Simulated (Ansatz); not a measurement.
**Two Ansatz runs on CsCl**

The cell is COD entry 9008789, as deposited and not checked against the literature; nothing was relaxed.

First run: DFT, r2SCAN, PAW with Ansatz's default frozen-core files, scalar-relativistic (Ansatz 0.2.0).

Command: `ansatz run input.yaml --threads 1 --pin off --max-ram 2048MiB --backend cpu --events-out ev --progress --plain --runs-dir out` The run took 7.8 s on 1 thread of Arm Neoverse V1, with other jobs on the host, peak memory 0.48 GiB.

```yaml
crystal:
  lattice:
    - [4.123, 0.0, 0.0]
    - [0.0, 4.123, 0.0]
    - [0.0, 0.0, 4.123]
  atoms:
    - { symbol: Cs, position: [0.0, 0.0, 0.0] }
    - { symbol: Cl, position: [0.5, 0.5, 0.5] }
kpoints:
  mp_grid: { grid: [6, 6, 6] }
  band_path:
    path:
      - [0.0, 0.0, 0.0]
      - [0.0, 0.5, 0.0]
      - [0.5, 0.5, 0.0]
      - [0.0, 0.0, 0.0]
      - [0.5, 0.5, 0.5]
      - [0.0, 0.5, 0.0]
      - [0.5, 0.5, 0.5]
      - [0.5, 0.5, 0.0]
    npoints: 5
scf:
  occupations: { method: fermi_dirac, width: 0.03 }
hamiltonian:
  xc: r2scan
  pseudopotentials: { kind: paw }
output:
  forces: true
  stress: true
  eigenvalues: true
  efg: { contact_densities: true }
```

Result: converged; pressure 0.24 GPa; gap on the k mesh 5.90 eV; 6 SCF iterations.

Spin–orbit coupling is left out, though it moves levels of the heavy atoms by tenths of an eV or more.

A second input differs as follows:

```diff
@@ -22,4 +22,5 @@
 scf:
   occupations: { method: fermi_dirac, width: 0.03 }
+  max_iter: 1
 hamiltonian:
   xc: r2scan
```

Q: What is wrong with it, and what does the program do?

A: The fault is too few SCF iterations. The run did not converge (1 SCF iterations). The log ends:
```
Non-local potential: Cl, projectors of the file, l = 0: 2, l = 1: 2, l = 2: 2
PAW form: soft (Blöchl's): semilocal exchange-correlation on the pseudo side does not see the compensation charge
PAW frozen core: Cs, regenerated for the run's functional (the file was generated under x = pbe(κ = 0.804, μ = 0.2195149727645171), c = pbe(β = 0.06672455060314922))
PAW frozen core: Cl, regenerated for the run's functional (the file was generated under x = pbe(κ = 0.804, μ = 0.2195149727645171), c = pbe(β = 0.06672455060314922))
PAW one-centre angular grid: Cs, 302 points (default); XC on 160 Gauss nodes
PAW one-centre angular grid: Cl, 302 points (default); XC on 160 Gauss nodes
Initial density: superposition of atomic densities (neutral atoms: chi_scale 0, normalization atom), corrected by the library's trained network
Initial wavefunctions: pseudopotential atomic-orbital guess
Functional: x = r2scan, c = r2scan; τ floored in thin density (d = 2e-4 eV/Å³)
SCF iter   1: F=—  HF=-6773.922329 eV  |F-HF|=—  |Δ(HF+E_count)|=         —  Δρ=3.78e-3  dr2=8.80e-3  dr2_τ=1.36e-3  ethr=1.77e-3  ⟨swp⟩=4.3  Hψ=3260  notcnv=0
preconditioner: auto → none  [insulator: Δε(μ)=5.953 eV  Ē_g=12.956 eV  σ=0.030 eV  W_gap=1.00  n_scr=6 (ndim 8)  ℏωp=16.6 eV  f_vac=0.000  D(μ)=0.00/eV (n_scr^D=0)  ε∞_Penn≈2.6]
Error: did not converge after 1 iterations: dr2 = 8.80e-3 (threshold 1.00e-7), under the density mixer `msr1`, which `scf.mixing.algorithm: auto` chose by the deck's other keys (type `scf.mixing.algorithm: msr1` to keep it); raise `scf.max_iter`, which need not help a stalled SCF, or adjust the mixing (`scf.mixing`) or, under a smearing, its width (`scf.occupations.width`, in either direction: another width is another result); this SCF holds its density and magnetisation to the symmetry operations that it keeps, and cannot end on a state that breaks one of them: if the state sought breaks one, re-run with `crystal.symmetry.detect: false`, without `crystal.symmetry.time_reversal: true`, on a non-collinear deck whose state breaks time reversal, with `crystal.symmetry.time_reversal: false` beside it (there exact exchange or a DFT+U term alone can polarise the run; a magnetic state wants starting moments), where the deck allows it (that run may end on another state, and need not converge either); this run sums exchange and correlation on more points than the dense box has (`basis.xc_grid`), where a deck that converges on the dense box may not converge: try another level (where the key is left out runs that use forces, runs that use the stress, dielectric runs by a finite field, finite-displacement phonons, runs of phonons.displacement_patterns under a GGA or a meta-GGA, phonons by method: dfpt, dielectric runs by the response, runs on support functions, runs on PAW files under a meta-GGA or a hybrid on one, runs at kind: all_electron or under a hybrid on a GGA, runs under a text's formulas of a gradient, and runs on PAW files that evaluate rPW86 or Becke's exchange or LYP's correlation can take a finer level, which can go by the root key accuracy; a number is taken as typed), or, where it is served, `1`, the dense box, on which forces and the stress change with where the atoms sit on the grid; a lower level also moves a field's Born charges, by the response (dielectric, § Limitations, in the input reference) or by a finite field; under a meta-GGA, try another mixer (`scf.mixing.algorithm: anderson` or `broyden`); mind that the stability of the state on which such a run converges can go unchecked at the default of `scf.lower_state_search`; see `basis.xc_grid`, Limitations — the other mixer that `auto` picks from is left to try (`scf.mixing.algorithm: broyden`); it can need more iterations, either can converge an SCF that the other leaves open, and the two can end on different states; the input reference at `scf.mixing.algorithm` says more, and from which start to try it
```
